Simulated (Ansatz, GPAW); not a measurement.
# Work function of B/W(110) at several levels, part 2 of 2

Wanted: work functions and dipole of B/W(110), with the cost of each level.

GPAW 26.7.0 and Ansatz 0.2.0; Ansatz plane waves; slab in vacuum with a dipole correction, relaxation; PAW set soft_1 (the session's first sound run).

So far, upper work function (eV): step 2 (relaxation, PBE) 5.15; step 5 (self-consistent run: xc = "vdW-DF2", GPAW, PAW setups, GPAW) 5.53; step 6 (self-consistent run: xc = "revPBE") 5.06; step 7 (real-space grid: mode = "fd", PBE, GPAW) 5.15; step 8 (atomic orbitals: mode = "lcao", PBE, GPAW) 5.07.

### 10. A second plane-wave code

A second program with its own datasets checks the number independently.

This step: Ansatz plane waves; slab in vacuum with a dipole correction; PAW set soft_1 (Ansatz 0.2.0).

Input file input.yaml:

```yaml
crystal:
  lattice:
    - [2.2344574285, -1.58, 0.0]
    - [2.2344574285, 1.58, 0.0]
    - [0.0, 0.0, 22.7477059179]
  atoms:
    - { symbol: W, position: [0.0, 0.0, 0.3077233381] }
    - { symbol: W, position: [0.5, 0.5, 0.4059511523] }
    - { symbol: W, position: [0.0, 0.0, 0.5055857217] }
    - { symbol: W, position: [0.5, 0.5, 0.6048122926] }
    - { symbol: B, position: [0.0, 0.5, 0.6799328315] }
kpoints:
  mp_grid: { grid: [12, 12, 1] }
hamiltonian:
  xc: pbe
  pseudopotentials: { kind: paw, azcp: { folder: soft_1 } }
scf:
  occupations: { method: fermi_dirac, width: 0.1 }
efield:
  axis: 3
  dipole_correction: true
  ramp_width: 0.05
output:
  forces: true
  write_potential: true
  write_density: true
  volumetric_format: npy
  elf: true
```

The run is started by

```
$ ansatz run input.yaml --threads 4 --pin off --max-ram 8192MiB --backend cpu --events-out ev --progress --plain --runs-dir out
```

Run time: 15 s. Hardware: 4 threads of Arm Neoverse V2, shared host; peak memory 0.62 GiB.

This step gave:

* upper work function: 5.153 eV
* lower work function: 4.906 eV
* dipole along the normal: -0.009626 e·Å
* dipole field: -0.01085 V/Å

The electrostatic potential energy of an electron (with the applied field's), less the Fermi level, planar mean oscillates, so the rows of the table below give means over windows of 2.27 Å about each position, cut where the curve ends. Its maxima inside the range that stand out by 2 % of the span (Å: eV): 8.1: -2.74, 10.4: -2.57, 12.7: -2.56, 14.8: -3.56. Its minima: 7.0: -18.3, 9.2: -18.8, 11.5: -18.7, 13.8: -18.8, 15.5: -7.21.

Table of electrostatic potential energy of an electron (with the applied field's), less the Fermi level, planar mean by z; means over each step:

z (Å), electrostatic potential energy of an electron (with the applied field's), less the Fermi level, planar mean (eV) and a bar from the least value:
```
     1.14        4.9 ##############################
     3.41        4.9 #############################
     5.68       -1.7 ##################
     7.95      -11.4 
    10.22      -11.3 
    12.49      -11.3 
    14.76       -9.4 ####
    17.03        3.7 ###########################
    19.30        5.1 ##############################
    21.57        5.1 ##############################
```

The valence density, planar mean oscillates, so the rows of the table below give means over windows of 2.27 Å about each position, cut where the curve ends. Its maxima inside the range that stand out by 2 % of the span (Å: e/Å³): 7.0: 1.54, 9.2: 1.53, 11.5: 1.53, 13.8: 1.53. Its minima: 8.1: 0.353, 10.4: 0.336, 12.7: 0.342.

Valence density, planar mean against z; means over each step:

```csv
z (Å),"valence density, planar mean (e/Å³)"
1.14,4.3e-6
3.41,0.00116
5.68,0.310
7.95,0.896
10.22,0.876
12.49,0.883
14.76,0.666
17.03,0.0481
19.30,1.3e-4
```

Force by atom:

```csv
atom,x (eV/Å),y (eV/Å),z (eV/Å),size
W1,0.000,0.000,0.361,0.361
W2,0.000,0.000,-0.341,0.341
W3,0.000,0.000,0.005,0.005
W4,0.000,0.000,-0.011,0.011
B5,0.000,0.000,-0.014,0.014
```

Valence density in the ca plane at fractional y = 0.500, with atoms of W and B within 0.2 Å of it. It is the smooth field of the valence electrons, not physical close to the nuclei.

Values in e/Å³, 5 rows by 16 columns, each cell a mean:
```
0.4 0.3 0.8 0.4 0.3 0.3 0.4 0.8 0.7 0.4 0.0 0.0 0.0 0.0 0.0 0.0
0.3 0.4 3.7 1.7 0.3 0.3 1.6 3.9 0.6 0.2 0.0 0.0 0.0 0.0 0.0 0.0
0.3 0.5 4.9 2.5 0.3 0.3 2.3 5.0 0.6 0.2 0.0 0.0 0.0 0.0 0.0 0.0
0.3 0.4 2.5 1.1 0.3 0.3 1.0 2.6 0.6 0.3 0.0 0.0 0.0 0.0 0.0 0.0
0.4 0.3 0.5 0.3 0.3 0.3 0.3 0.5 0.7 0.4 0.1 0.0 0.0 0.0 0.0 0.0
```
Columns run along c (16.0 Å, from fractional 0.29 to 0.99 of the cell), rows up along a (2.7 Å). Atoms in or near the plane, at fractional coordinates: W at (0.41, 0.50), W at (0.60, 0.50), B at (0.68, 0.00).

Electrostatic potential energy in the ca plane at fractional y = 0.500, with atoms of W and B within 0.2 Å of it. With pseudopotentials it is smooth inside the atoms' cores, unlike the true potential.

Values in eV, 5 rows by 16 columns, each cell a mean:
```
  4   6  -8   0   5   5   1  -8 -15 -14  10  12  12  12  12  12
  6   1 -34 -18   6   6 -16 -35  -3   6  11  12  12  12  12  12
  7  -1 -37 -23   6   6 -21 -37  -3  10  11  12  12  12  12  12
  5   3 -27 -12   5   5 -10 -28  -5   1  11  12  12  12  12  12
  3   6   0   4   5   4   4  -1 -19 -19  10  12  12  12  12  12
```
Columns run along c (16.0 Å, from fractional 0.29 to 0.99 of the cell; values clipped at the 3rd and 97th percentile), rows up along a (2.7 Å). Atoms in or near the plane, at fractional coordinates: W at (0.41, 0.50), W at (0.60, 0.50), B at (0.68, 0.00).

ELF in the ca plane at fractional y = 0.500, with atoms of W and B within 0.2 Å of it. It is the smooth field of the valence electrons, not physical close to the nuclei.

Ten even steps from '0' (0.00) to '9' (0.85), each cell a mean:
```
54445333335544445433348724898520000000000000
44443256533543344246645889996310000000000000
44443477752444454377774689863100000000000000
44443661573454453473274467641000000000000000
44443574663454453476574578752100000000000000
43443367633543344257754799985210000000000000
44444234334544445334447856997420000000000000
54445444445544445543469602898520000000000000
```
Columns run along c (16.0 Å, from fractional 0.29 to 0.99 of the cell), rows up along a (2.7 Å). Atoms in or near the plane, at fractional coordinates: W at (0.41, 0.50), W at (0.60, 0.50), B at (0.68, 0.00).

The upper face's work function is 5.153 eV, against 5.152 eV in the first plane-wave PBE run at this geometry.

### 11. Side by side

Results and costs are gathered.

This step: comparison of work functions, dipole and cost; PAW set soft_1 (GPAW 26.7.0).

Ladder, by row:

```csv
step,code,"work function, upper (eV)","work function, lower (eV)",dipole (e Å),wall time (s),peak memory (GiB),threads
pw,GPAW,5.152,4.908,-0.00938,470.4,0.52,1
optPBE-vdW,GPAW,5.358,5.065,-0.01129,511.1,0.67,1
vdW-DF2,GPAW,5.529,5.129,-0.01548,1062,0.67,1
revPBE,GPAW,5.063,4.797,-0.01022,452.5,0.52,1
fd,GPAW,5.153,4.908,-0.009526,2124,2.99,1
lcao,GPAW,5.068,4.924,-0.005622,3645,0.56,1
ansatz,Ansatz,5.153,4.906,-0.009626,14.92,0.625,4
```

### 12. A changed run

One more run, with changed settings.

This step: GPAW, PAW setups; slab in vacuum (GPAW 26.7.0).

Input file run.py:

```python
import json
import numpy as np
from ase import Atoms
from gpaw import GPAW, PW

slab = Atoms(
    ['W', 'W', 'W', 'W', 'B'],
    positions=[
        [0.00000, 0.00000, 7.00000],
        [2.23446, 0.00000, 9.23446],
        [0.00000, 0.00000, 11.50092],
        [2.23446, 0.00000, 13.75809],
        [1.11723, 0.79000, 15.46691]],
    cell=[[2.23446, -1.58, 0.0], [2.23446, 1.58, 0.0], [0.0, 0.0, 22.74771]],
    pbc=[True, True, True])

slab.calc = GPAW(mode=PW(500), xc='PBE', kpts={'size': (12, 12, 1), 'gamma': True},
                 occupations={'name': 'fermi-dirac', 'width': 0.1}, nbands='200%',
                 convergence={'density': 1e-05}, maxiter=75,
                 poissonsolver={'dipolelayer': 'xy'},
                 symmetry={'tolerance': 1e-3}, txt='slab.txt')
result = {}
energy = slab.get_potential_energy()
fermi = slab.calc.get_fermi_level()
v = slab.calc.get_electrostatic_potential().mean((0, 1)) - fermi
n = slab.calc.get_pseudo_density().mean((0, 1))
L = slab.cell[2, 2]
z = np.arange(len(v)) * L / len(v)
low, high = slab.positions[:, 2].min(), slab.positions[:, 2].max()
below, above = np.interp([low - 4.8, high + 4.8], z, v)
slopes = [np.interp(x, z, np.gradient(v, z)) for x in (low - 4.8, high + 4.8)]
eps = np.array([[slab.calc.get_eigenvalues(k, s) for k in range(len(slab.calc.get_ibz_k_points()))]
                for s in range(slab.calc.get_number_of_spins())]) - fermi
top, bottom = eps[eps < 0].max(), eps[eps > 0].min()
dipole = slab.get_dipole_moment()[2]
print(f'energy {energy:.4f} eV, Fermi level {fermi:.4f} eV, dipole {dipole:.5f} e A')
print(f'potential 4.8 A off the faces, from the Fermi level: lower {below:.4f} eV, upper {above:.4f} eV')
print(f'slope of the potential there: lower {slopes[0]:.5f}, upper {slopes[1]:.5f} eV/A')
print(f'nearest levels on the mesh: {top:.4f} and {bottom:.4f} eV')
print('magnetic moment', round(slab.get_magnetic_moment(), 3))
result.update(energy=energy, fermi=fermi, dipole=dipole, below=below, above=above, slopes=slopes, edges=[top, bottom],
              z=z.tolist(), v=v.tolist(), n=n.tolist(), positions=slab.positions.tolist(),
              forces=slab.get_forces(apply_constraint=False).tolist(), moments=slab.get_magnetic_moments().tolist())
json.dump(result, open('result.json', 'w'))
```

The run is started by

```
$ OMP_NUM_THREADS=1 OPENBLAS_NUM_THREADS=1 python run.py
```

Wall time 0.75 s (1 thread); peak memory 0.15 GiB.

The program refused the input before any cycle.

The fault put into the input: a dipole layer in a cell that repeats along the normal (pbc_z = true).

### 13. Results

```yaml
work_function_upper_and_lower_face: 5.152 and 4.908 eV
dipole_along_the_normal: -0.00938 e Å
```

With plane waves and PBE the work function is 5.15 eV on the upper face and 4.91 eV on the lower. The two faces differ by 0.24 eV, the step that the slab's dipole makes (e p/(ε0 A) gives 0.24 eV), so the dipole layer is needed. Over the sound runs of the table the upper face's work function spans 5.063 (revPBE) to 5.529 eV (vdW-DF2). The two plane-wave codes differ by 5.9e-4 eV on the upper face. The cell of 7.06 Å² holds one B, started on one chosen site; other sites and coverages weren't tried. The in-plane lattice was kept as typed, which isn't the functional's own and leaves some strain; spin-orbit coupling and temperature are left out.

[Logs are printed without paths, hosts, clocks, repeated set-up lines and the standing remarks that a program may print on its own settings, such as how far it seeks lower states.]

[Hosts, paths, dates, database ids (printed as entryN), source tags and the programs' standing remarks are cut or masked in the printed files.]
